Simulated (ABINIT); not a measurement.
# BeTe (F-43m) in ABINIT: further runs

One crystal, BeTe, is run at these levels: PBE, HSE06; tasks: single point.

Program: ABINIT 10.8.3 (patched build). These are calculated values, not measurements. Logs are shortened: lines on timing, memory, paths and dates and some standing lists are left out, and cuts for length are marked. The log counts tension as positive stress, the text compression.

**1. The structure**

The structure is cubic, space group F-43m (No. 216). The conventional cell has a = 5.540 Å, b = 5.540 Å, c = 5.540 Å, α = 90.00°, β = 90.00°, γ = 90.00°. Te (site symmetry -43m) has 4 Be at 2.40 Å as nearest neighbours. Be (site symmetry -43m) is surrounded by 4 Te at 2.40 Å.

**2. Single point, PBE**

The input, run.abi:

```
# Pseudopotentials
pp_dirpath "./"
pseudos "Te_ONCV_PBE-1.2.upf, Be_ONCV_PBE-1.2.upf"

# Structure
acell 3*1.0
rprim
     0.0000000000     5.2345413652     5.2345413652
     5.2345413652     0.0000000000     5.2345413652
     5.2345413652     5.2345413652     0.0000000000
ntypat 2
znucl 52 4
natom 2
typat 1 2
xcart
     7.8518120478     7.8518120478     7.8518120478
     0.0000000000     0.0000000000     0.0000000000

# Plane-wave basis
ecut 26.0

# k points
kptopt 1
ngkpt 6 6 6
nshiftk 1
shiftk 0.0 0.0 0.0

# Exchange and correlation
ixc 11

# Bands and occupations
nband 12
occopt 1

# SCF cycle
nstep 100
tolvrs 1.0e-10
diemac 6.0

# Output
iomode 3
prtwf 0
prtden 0
prteig 0
prtebands 0
enunit 1
prtvol 2
```

Potentials or basis: SG15 NC PBE v1.2.

Started as:

```
$ mpirun --bind-to none -np 8 abinit run.abi > log 2>&1
```

run.abo:

```text
.Version 10.8.3 of ABINIT
 Symmetries : space group F-4 3 m (#216); Bravais cF (face-center cubic)
================================================================================
 Values of the parameters that define the memory need of the present run
     intxc =       0    ionmov =       0      iscf =       7    lmnmax =       6
     lnmax =       6     mgfft =      36  mpssoang =       3    mqgrid =    3001
     natom =       2  nloc_mem =       1    nspden =       1   nspinor =       1
    nsppol =       1      nsym =      24    n1xccc =       0    ntypat =       2
    occopt =       1   xclevel =       2
       mpw =        1853          nfft =       46656          nkpt =          16
================================================================================
================================================================================

--------------------------------------------------------------------------------
------------- Echo of variables that govern the present computation ------------
--------------------------------------------------------------------------------
 -outvars: echo values of preprocessed input variables --------
            acell      1.0000000000E+00  1.0000000000E+00  1.0000000000E+00 Bohr
              amu      1.27600000E+02  9.01218200E+00
           diemac      6.00000000E+00
             ecut      2.60000000E+01 Hartree
           enunit           1
              ixc          11
         kptrlatt        6    0    0      0    6    0      0    0    6
          kptrlen      4.44165563E+01
            natom           2
            nband          12
            ngfft          36      36      36
             nkpt          16
            nstep         100
             nsym          24
           ntypat           2
           prtden           0
        prtebands           0
           prteig           0
           prtvol           2
            prtwf           0
            rprim      0.0000000000E+00  5.2345413652E+00  5.2345413652E+00
                       5.2345413652E+00  0.0000000000E+00  5.2345413652E+00
                       5.2345413652E+00  5.2345413652E+00  0.0000000000E+00
          spgroup         216
           tolvrs      1.00000000E-10
            typat      1  2
           xangst      4.1549999972E+00  4.1549999972E+00  4.1549999972E+00
                       0.0000000000E+00  0.0000000000E+00  0.0000000000E+00
            xcart      7.8518120478E+00  7.8518120478E+00  7.8518120478E+00
                       0.0000000000E+00  0.0000000000E+00  0.0000000000E+00
             xred      7.5000000000E-01  7.5000000000E-01  7.5000000000E-01
                       0.0000000000E+00  0.0000000000E+00  0.0000000000E+00
            znucl       52.00000    4.00000

================================================================================

 chkinp: Checking input parameters for consistency.

================================================================================
== DATASET  1 ==================================================================

--- !DatasetInfo
iteration_state: {dtset: 1, }
dimensions: {natom: 2, nkpt: 16, mband: 12, nsppol: 1, nspinor: 1, nspden: 1, mpw: 1853, }
cutoff_energies: {ecut:  26.0, pawecutdg:  -1.0, }
electrons: {nelect:   2.00000000E+01, charge:   0.00000000E+00, occopt:   1.00000000E+00, tsmear:   1.00000000E-02, }
meta: {optdriver: 0, ionmov: 0, optcell: 0, iscf: 7, paral_kgb: 0, }
...

 Exchange-correlation functional for the present dataset will be:
  GGA: Perdew-Burke-Ernzerhof functional - ixc=11
  J.P.Perdew, K.Burke, M.Ernzerhof, PRL 77, 3865 (1996)

 Real(R)+Recip(G) space primitive vectors, cartesian coordinates (Bohr,Bohr^-1):
 R(1)=  0.0000000  5.2345414  5.2345414  G(1)= -0.0955194  0.0955194  0.0955194
 R(2)=  5.2345414  0.0000000  5.2345414  G(2)=  0.0955194 -0.0955194  0.0955194
 R(3)=  5.2345414  5.2345414  0.0000000  G(3)=  0.0955194  0.0955194 -0.0955194
 Unit cell volume ucvol=  2.8685730E+02 bohr^3
 Angles (23,13,12)=  6.00000000E+01  6.00000000E+01  6.00000000E+01 degrees

 getcut: wavevector=  0.0000  0.0000  0.0000  ngfft=  36  36  36
         ecut(hartree)=     26.000   => boxcut(ratio)=   2.11864

--- Pseudopotential description ------------------------------------------------
- pspini: atom type   1  psp file is ./Te_ONCV_PBE-1.2.upf
12 -101130 2 -1 602                           pspcod,pspxc,lmax,lloc,mmax
     nproj     2     2     2

- pspini: atom type   2  psp file is ./Be_ONCV_PBE-1.2.upf
12 -101130 1 -1 602                           pspcod,pspxc,lmax,lloc,mmax
     nproj     2     2     0

   1.01203631E+03                                ecore*ucvol(ha*bohr**3)
[... 51 lines left out ...]
- [ -0.00000000E+00,  -0.00000000E+00,  -0.00000000E+00, ]
- [ -0.00000000E+00,  -0.00000000E+00,  -0.00000000E+00, ]
force_length_stats: {min:   0.00000000E+00, max:   0.00000000E+00, mean:   0.00000000E+00, }
...

 Integrated electronic density in atomic spheres:
 ------------------------------------------------
 Atom  Sphere_radius  Integrated_density
    1        2.00000         11.97906109
    2        2.00000          3.06943921
================================================================================

 ----iterations are completed or convergence reached----

 Mean square residual over all n,k,spin=   36.470E-09; max=  32.001E-07
   0.0000  0.0000  0.0000    1  3.20868E-08 kpt; spin; max resid(k); each band:
  1.81E-18 2.06E-17 1.67E-17 3.18E-17 3.38E-18 3.35E-18 3.48E-17 8.18E-17
  5.08E-17 2.94E-17 2.62E-14 3.21E-08
   0.1667  0.0000  0.0000    1  3.41717E-07 kpt; spin; max resid(k); each band:
  5.51E-18 2.38E-17 5.26E-18 3.20E-17 4.18E-18 3.65E-18 2.75E-16 2.57E-16
  5.18E-17 5.38E-17 3.42E-07 5.07E-13
   0.3333  0.0000  0.0000    1  2.31183E-11 kpt; spin; max resid(k); each band:
  8.36E-18 2.44E-17 3.10E-17 6.69E-18 5.80E-18 7.17E-18 2.24E-16 4.67E-16
  3.70E-17 2.62E-17 2.31E-11 3.40E-16
   0.5000  0.0000  0.0000    1  5.02751E-13 kpt; spin; max resid(k); each band:
  9.28E-18 2.51E-17 3.40E-17 4.12E-18 5.42E-18 9.71E-18 8.93E-17 6.19E-16
  1.61E-17 2.29E-17 5.03E-13 1.87E-16
   0.1667  0.1667  0.0000    1  3.20010E-06 kpt; spin; max resid(k); each band:
  4.55E-18 2.72E-17 1.20E-17 2.52E-17 5.93E-18 3.29E-18 2.94E-16 3.41E-16
  4.43E-17 5.14E-17 2.20E-14 3.20E-06
   0.3333  0.1667  0.0000    1  6.65754E-08 kpt; spin; max resid(k); each band:
  8.93E-18 3.60E-17 1.47E-17 5.99E-18 1.42E-17 3.46E-18 2.87E-16 3.92E-16
[... 16 lines left out ...]
  -0.3333  0.3333  0.0000    1  9.07691E-07 kpt; spin; max resid(k); each band:
  7.40E-18 3.87E-17 8.61E-18 4.98E-18 2.14E-17 4.16E-18 4.17E-17 3.24E-16
  6.94E-16 1.96E-17 8.28E-16 9.08E-07
   0.5000  0.5000  0.0000    1  7.01991E-16 kpt; spin; max resid(k); each band:
  9.13E-18 4.79E-17 5.13E-18 5.13E-18 2.84E-17 3.04E-18 1.14E-16 6.39E-16
  3.01E-17 3.01E-17 3.03E-16 7.02E-16
   0.5000  0.3333  0.1667    1  1.17309E-07 kpt; spin; max resid(k); each band:
  6.27E-18 3.64E-17 9.95E-18 7.28E-18 2.43E-17 4.16E-18 1.82E-16 4.89E-16
  3.28E-16 4.30E-16 1.11E-13 1.17E-07
  -0.3333  0.3333  0.1667    1  1.11411E-14 kpt; spin; max resid(k); each band:
  7.79E-18 1.66E-17 3.06E-17 8.18E-18 1.75E-17 8.44E-18 5.74E-17 4.93E-16
  2.90E-16 4.91E-16 4.98E-15 1.11E-14
  -0.3333  0.5000  0.1667    1  1.24923E-15 kpt; spin; max resid(k); each band:
  8.23E-18 4.53E-17 6.90E-18 5.95E-18 2.62E-17 4.10E-18 4.89E-17 4.36E-16
  4.11E-16 5.47E-16 1.25E-15 9.86E-16
 reduced coordinates (array xred) for    2 atoms
       0.750000000000      0.750000000000      0.750000000000
       0.000000000000      0.000000000000      0.000000000000
 rms dE/dt=  0.0000E+00; max dE/dt=  0.0000E+00; dE/dt below (all hartree)
    1       0.000000000000      0.000000000000      0.000000000000
    2       0.000000000000      0.000000000000      0.000000000000

 cartesian coordinates (angstrom) at end:
    1      4.15499999717058     4.15499999717058     4.15499999717058
    2      0.00000000000000     0.00000000000000     0.00000000000000

 cartesian forces (hartree/bohr) at end:
    1     -0.00000000000000    -0.00000000000000    -0.00000000000000
    2     -0.00000000000000    -0.00000000000000    -0.00000000000000
 frms,max,avg= 0.0000000E+00 0.0000000E+00   0.000E+00  0.000E+00  0.000E+00 h/b

 cartesian forces (eV/Angstrom) at end:
    1     -0.00000000000000    -0.00000000000000    -0.00000000000000
    2     -0.00000000000000    -0.00000000000000    -0.00000000000000
 frms,max,avg= 0.0000000E+00 0.0000000E+00   0.000E+00  0.000E+00  0.000E+00 e/A
 length scales=  1.000000000000  1.000000000000  1.000000000000 bohr
              =  0.529177210544  0.529177210544  0.529177210544 angstroms
 Fermi (or HOMO) energy (eV) =   4.24368   Average Vxc (eV)=  -9.71209
 Eigenvalues (   eV  ) for nkpt=  16  k points:
 kpt#   1, nband= 12, wtk=  0.00463, kpt=  0.0000  0.0000  0.0000 (reduced coord)
 -96.15972  -32.15930  -32.15930  -32.15930  -32.14288  -32.14288   -8.38858    4.24368
   4.24368    4.24368    7.84976    7.84976
 kpt#   2, nband= 12, wtk=  0.03704, kpt=  0.1667  0.0000  0.0000 (reduced coord)
 -96.15972  -32.15866  -32.15830  -32.15830  -32.14274  -32.14274   -8.11128    2.15602
   3.83224    3.83224    7.84001    8.43446
 kpt#   3, nband= 12, wtk=  0.03704, kpt=  0.3333  0.0000  0.0000 (reduced coord)
 -96.15972  -32.15741  -32.15659  -32.15659  -32.14219  -32.14219   -7.41003   -0.44347
   3.25582    3.25582    7.59024    8.89747
 kpt#   4, nband= 12, wtk=  0.01852, kpt=  0.5000  0.0000  0.0000 (reduced coord)
 -96.15971  -32.15678  -32.15590  -32.15590  -32.14174  -32.14174   -6.92243   -1.60806
   3.03167    3.03167    7.48896    8.84947
 kpt#   5, nband= 12, wtk=  0.02778, kpt=  0.1667  0.1667  0.0000 (reduced coord)
 -96.15972  -32.15972  -32.15728  -32.15728  -32.14346  -32.14206   -8.01821    2.51409
   3.14715    3.14715    7.23484    9.51191
 kpt#   6, nband= 12, wtk=  0.11111, kpt=  0.3333  0.1667  0.0000 (reduced coord)
 -96.15972  -32.15910  -32.15554  -32.15541  -32.14356  -32.14137   -7.44760    0.36972
[... 16 lines left out ...]
 kpt#  12, nband= 12, wtk=  0.05556, kpt= -0.3333  0.3333  0.0000 (reduced coord)
 -96.15971  -32.15752  -32.15394  -32.15314  -32.14324  -32.14136   -6.51044   -0.64862
   0.00207    2.17140    7.24180   11.22722
 kpt#  13, nband= 12, wtk=  0.01389, kpt=  0.5000  0.5000  0.0000 (reduced coord)
 -96.15971  -32.16099  -32.15119  -32.15119  -32.14529  -32.13959   -6.38347   -1.12679
   1.41848    1.41848    6.11282    6.87011
 kpt#  14, nband= 12, wtk=  0.11111, kpt=  0.5000  0.3333  0.1667 (reduced coord)
 -96.15971  -32.15828  -32.15486  -32.15330  -32.14366  -32.14103   -6.87505   -0.35500
   0.99010    2.11400    8.22658    9.23536
 kpt#  15, nband= 12, wtk=  0.11111, kpt= -0.3333  0.3333  0.1667 (reduced coord)
 -96.15971  -32.15642  -32.15587  -32.15234  -32.14331  -32.14127   -6.51014   -0.85610
   0.54306    1.65968    8.73499    9.08463
 kpt#  16, nband= 12, wtk=  0.05556, kpt= -0.3333  0.5000  0.1667 (reduced coord)
 -96.15971  -32.15857  -32.15364  -32.15121  -32.14431  -32.14054   -6.35381   -0.76819
   0.63121    0.93406    7.96526    8.55051
 Total charge density [el/Bohr^3]
)     Maximum=    2.2044E+00  at reduced coord.    0.0000    0.0000    0.0000
)Next maximum=    1.9170E+00  at reduced coord.    0.0000    0.0278    0.9722
)     Minimum=    2.3581E-03  at reduced coord.    0.2500    0.2500    0.2500
)Next minimum=    2.4038E-03  at reduced coord.    0.2500    0.2500    0.2222
   Integrated=    2.0000E+01

--- !EnergyTerms
iteration_state     : {dtset: 1, }
comment             : Components of total free energy in Hartree
kinetic             :  5.02264121707051E+01
hartree             :  2.40595935630974E+01
xc                  : -1.13706814437514E+01
Ewald energy        : -6.44626813580914E+01
psp_core            :  3.52801311358850E+00
local_psp           : -6.80392823291992E+01
non_local_psp       : -3.46615319977508E+01
total_energy        : -1.00720158281402E+02
total_energy_eV     : -2.74073512975157E+03
band_energy         : -1.91278935509481E+01
...

 Cartesian components of stress tensor (hartree/bohr^3)
  sigma(1 1)= -1.45436824E-04  sigma(3 2)=  0.00000000E+00
  sigma(2 2)= -1.45436824E-04  sigma(3 1)=  0.00000000E+00
  sigma(3 3)= -1.45436824E-04  sigma(2 1)=  0.00000000E+00

-Cartesian components of stress tensor (GPa)         [Pressure=  4.2789E+00 GPa]
- sigma(1 1)= -4.27889908E+00  sigma(3 2)=  0.00000000E+00
- sigma(2 2)= -4.27889908E+00  sigma(3 1)=  0.00000000E+00
- sigma(3 3)= -4.27889908E+00  sigma(2 1)=  0.00000000E+00

== END DATASET(S) ==============================================================
================================================================================

 -outvars: echo values of variables after computation  --------
            acell      1.0000000000E+00  1.0000000000E+00  1.0000000000E+00 Bohr
           etotal     -1.0072015828E+02
            fcart     -0.0000000000E+00 -0.0000000000E+00 -0.0000000000E+00
                      -0.0000000000E+00 -0.0000000000E+00 -0.0000000000E+00
            rprim      0.0000000000E+00  5.2345413652E+00  5.2345413652E+00
                       5.2345413652E+00  0.0000000000E+00  5.2345413652E+00
                       5.2345413652E+00  5.2345413652E+00  0.0000000000E+00
           strten     -1.4543682369E-04 -1.4543682369E-04 -1.4543682369E-04
                       0.0000000000E+00  0.0000000000E+00  0.0000000000E+00
           xangst      4.1549999972E+00  4.1549999972E+00  4.1549999972E+00
                       0.0000000000E+00  0.0000000000E+00  0.0000000000E+00
             xred      7.5000000000E-01  7.5000000000E-01  7.5000000000E-01
                       0.0000000000E+00  0.0000000000E+00  0.0000000000E+00
 Calculation completed.
```

It took 2.9 s on 8 MPI ranks of Intel Xeon Platinum 8259CL at 2.50GHz (Skylake/Cascade Lake), shared host; peak memory 0.48 GiB.

What came out:

| Quantity | Value |
| --- | --- |
| Free energy | -2740.7351 eV |
| Pressure | 4.3 GPa |
| Band gap on the k mesh | 1.87 eV, indirect (least direct gap 3.61 eV) |
| Valence electrons inside the program's atomic spheres | Te 11.98; Be 3.07 |

Caveat: spin-orbit coupling is left out, which moves the levels of the heavy elements. Expect the measured gap to be larger: semilocal functionals such as PBE lack the derivative discontinuity.

(Part 1 of 2 ends here.)
